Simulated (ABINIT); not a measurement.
# Cu: equation of state with LDA-Teter

Cu:

```xyz
1
Lattice="0.0000 1.8075 1.8075 1.8075 0.0000 1.8075 1.8075 1.8075 0.0000" Properties=species:S:1:pos:R:3 pbc="T T T"
Cu    0.0000    0.0000    0.0000
```

```yaml
Program: ABINIT 10.8.3 (patched build)
Task: equation of state
Functional: LDA-Teter
Potentials_or_basis: JTH PAW LDA v2.0
Cutoff: 544 eV
k_mesh: 13 × 13 × 13
Occupations: fermi-dirac, width 0.05 eV
Spin: no spin polarisation
Fine-grid_cutoff: 1088.46 eV
```

- Equilibrium volume: 10.91 Å³/atom (rough: see the caveat)
- Bulk modulus: 189 GPa (rough)

Energy against volume, from the lowest point:
| volume (Å³/atom) | energy (meV/atom) |
| --- | --- |
| 11.102 | 0.00 |
| 11.338 | 7.77 |
| 11.574 | 19.28 |
| 11.810 | 35.67 |
| 12.047 | 55.54 |
| 12.283 | 78.93 |
| 12.519 | 104.36 |

It took 75 s on 1 thread of Arm Neoverse V1 (shared host), peak memory 0.11 GiB.

Caveat: the cutoff is too short for stress, so the log's stress isn't used; pressures at fixed basis lie under the slope of the energies; the minimum lies outside the volumes run.
